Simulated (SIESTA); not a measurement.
NiO:

```xyz
2
Lattice="0.0000 2.0859 2.0859 2.0859 0.0000 2.0859 2.0859 2.0859 0.0000" Properties=species:S:1:pos:R:3 pbc="T T T"
Ni    0.0000    0.0000    0.0000
O     2.0859    2.0859    2.0859
```

Base run:

| Item | Value |
| --- | --- |
| Program | SIESTA 5.4.2 |
| Functional | PBE |
| Potentials or basis | PseudoDojo 0.4 standard (PBE files) |
| Basis | DZP (energy shift 0.003 Ry; two zetas on semicore shells) |
| Grid cutoff | 800 Ry |
| Energy shift | 0.003 Ry |
| k mesh | 8 × 8 × 8 |
| Occupations | fermi-dirac, width 0.05 eV |
| Spin | collinear spin, ferromagnetic start |
| Starting moments | [1.0, 0.0] μB |

Its results: band gap on the k mesh none (metal or under the smearing width); pressure -1.0 GPa; net moment 0.00 μB per cell.

The run is repeated on the same cell with these changes: potentials or basis from PseudoDojo 0.4 standard (PBE files) to SPMS 1.0 (PBE files) or PseudoDojo by element. What comes out?

Band gap on the k mesh none (metal or under the smearing width); pressure 0.0 GPa; net moment 1.16 μB per cell; site moments Ni +0.98; O +0.18 μB.

Caveats: short orbitals over semicore shells can move pressures by several GPa; the basis of atomic orbitals isn't converged, which shifts pressures, moduli and gaps; semilocal functionals often make such compounds metallic where correlation or magnetic order opens a gap, which also shifts bond lengths; the valence orbitals were made in a potential fitted to the semicore shell under them, which widens gaps by tenths of an eV or more (some runs); a cell with one magnetic atom can't hold antiferromagnetic order, which such compounds often take (some runs).
